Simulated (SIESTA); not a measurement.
Input of a SIESTA 5.4.2 run:

The input PbSe.fdf:

```
SystemName                      Clausthalite
SystemLabel                     PbSe
NumberOfSpecies                 2
NumberOfAtoms                   2
%block ChemicalSpeciesLabel
  1  82 Pb
  2  34 Se
%endblock ChemicalSpeciesLabel

LatticeConstant                 1.0 Ang
%block LatticeVectors
     0.0000000000     3.0606500000     3.0606500000
     3.0606500000     0.0000000000     3.0606500000
     3.0606500000     3.0606500000     0.0000000000
%endblock LatticeVectors
AtomicCoordinatesFormat         Fractional
%block AtomicCoordinatesAndAtomicSpecies
     0.0000000000     0.0000000000     0.0000000000  1  Pb
     0.5000000000     0.5000000000     0.5000000000  2  Se
%endblock AtomicCoordinatesAndAtomicSpecies

%block kgrid.MonkhorstPack
    8   0   0  0.0
    0   8   0  0.0
    0   0   8  0.0
%endblock kgrid.MonkhorstPack
XC.Functional                   GGA
XC.Authors                      PBE
PAO.BasisSize                   TZDP
PAO.EnergyShift                 0.003 Ry
Mesh.Cutoff                     500 Ry
OccupationFunction              FD
ElectronicTemperature           0.05 eV
MaxSCFIterations                120
SCF.MustConverge                false
SCF.Mixer.Method                Pulay
SCF.Mixer.Weight                0.25
SCF.Mixer.History               8
SCF.DM.Tolerance                5.0e-05
SCF.H.Tolerance                 1.0e-03 eV
WriteForces                     true
Charge.Mulliken                 end
%block PAO.PolarizationScheme
  Pb non-perturbative
  Se non-perturbative
%endblock PAO.PolarizationScheme
%block PAO.Basis
  Pb 4
  n=6 0 3
    6.167 0.000 0.000
  n=6 1 3
    8.915 0.000 0.000
  n=5 2 2
    4.155 0.000
  n=6 2 2
    8.915 0.000
  Se 4
  n=4 0 3
    5.139 0.000 0.000
  n=4 1 3
    6.735 0.000 0.000
  n=3 2 2
    2.657 0.000
  n=4 2 2
    6.735 0.000
%endblock PAO.Basis
```

Potentials or basis: PseudoDojo 0.4 standard (PBE files), TZDP (energy shift 0.003 Ry; two zetas on semicore shells).

Launch:

```console
$ siesta < PbSe.fdf > PbSe.out 2>&1
```

(1) Estimate the band gap on the k mesh.

(2) Predict the pressure.

## Answers

(1) 0.35 eV, direct.

(2) 3.0 GPa.

Caveat: spin-orbit coupling is left out, which as a rule narrows the gap of such compounds by several tenths of an eV; the basis of atomic orbitals isn't converged, which shifts pressures, moduli and gaps.

**Experimental background.**

A printed reference work, monograph reports, for a bulk crystal of PbSe at 4.2 K: band gap 0.15 eV (direct).

Measured gap of PbSe: 0.15 eV (direct; 4.2 K; a printed reference work, monograph). This calculation gives 0.35 eV (+0.20 eV). 2 values of this kind are on record (0.15 to 0.28 eV); this one was drawn at random. Spin-orbit coupling on Pb, Se is left out. The value is that of PBE in an atomic basis (PseudoDojo 0.4 standard (PBE files), TZDP (energy shift 0.003 Ry; two zetas on semicore shells)), whose error adds to the functional's, on a finite k mesh, which can miss the band edges, without temperature or zero-point motion.
